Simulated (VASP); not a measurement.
Crystal: CdSe.

```
Cd Se
1.0
     0.00000    3.07027    3.07027
     3.07027    0.00000    3.07027
     3.07027    3.07027    0.00000
Cd Se
1 1
Cartesian
  0.0000 0.0000 0.0000
  4.6054 4.6054 4.6054
```

Measurements of this composition are mostly on another form, of space group No. 186.

```yaml
Program: VASP 6.6.1
Task: relaxation of cell and atoms
Functional: PBEsol
Potentials_or_basis: VASP PAW PBE potentials, release 64 (Cd, Se)
Cutoff: 600 eV
k_mesh: 8 × 8 × 8
Occupations: gaussian, width 0.03 eV
Spin: no spin polarisation
```

At the start: pressure -1.1 GPa; volume 28.94 Å³/atom.

Problem. Where does the relaxation end?

Solution. Over 3 steps the energy falls by 2.5 meV/atom and the volume is 28.27 Å³/atom (-2.3 %); space group F-43m (No. 216, to 0.05 Å).

Step by step:
| step | energy change (eV) | largest force (eV/Å) | pressure (GPa) | volume (Å³) |
| --- | --- | --- | --- | --- |
| 1 | 0.0000 | 0.0000 | -1.15 | 57.88 |
| 2 | -0.0045 | 0.0000 | 0.33 | 56.16 |
| 3 | -0.0049 | 0.0000 | 0.02 | 56.53 |

Final structure:
```
Cd Se
1.0
     0.00000    3.04621    3.04621
     3.04621    0.00000    3.04621
     3.04621    3.04621    0.00000
Cd Se
1 1
Direct
  0.00000 0.00000 0.00000
  0.75000 0.75000 0.75000
```

Caveat: the PAW data sets were made with another functional, which shifts forces and pressure a little.
